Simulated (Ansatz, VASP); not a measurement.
## One calculation of Sb, two programs

```xyz
1
Lattice="0.0000 2.3657 2.3657 2.3657 0.0000 2.3657 2.3657 2.3657 0.0000" Properties=species:S:1:pos:R:3 pbc="T T T"
Sb    0.0000    0.0000    0.0000
```

Alike in both runs: functional PBEsol; k mesh 8 × 8 × 8; occupations gaussian, width 0.1 eV; no spin polarisation.

Ansatz relaxed the structure, and its values are those at the end. VASP's run is a single point on that final structure, the one shown.

```csv
,VASP,Ansatz
version,VASP 6.6.1,Ansatz 0.2.0
potentials or method,"VASP PAW PBE potentials, release 64 (Sb)","scalar-relativistic, plane waves, PAW"
plane-wave cutoff (eV),520,420
valence electrons in the cell,5,15
```

|  | VASP | Ansatz | Ansatz less VASP |
| --- | --- | --- | --- |
| gap on the k mesh at the Fermi level (eV) | none | none | - |
| pressure (GPa) | -0.1 | -0.1 | +0.01 |

A gap of «none» marks a metal or a gap that the smearing closes. The functional is the same, so the differences come from potentials, cutoffs and numerics. The two sets of potentials don't hold the same shells in valence.

Caveats: the PAW data sets were made with another functional, which shifts forces and pressure a little (VASP). The runs have no spin-orbit coupling, so splittings on Sb are missing.
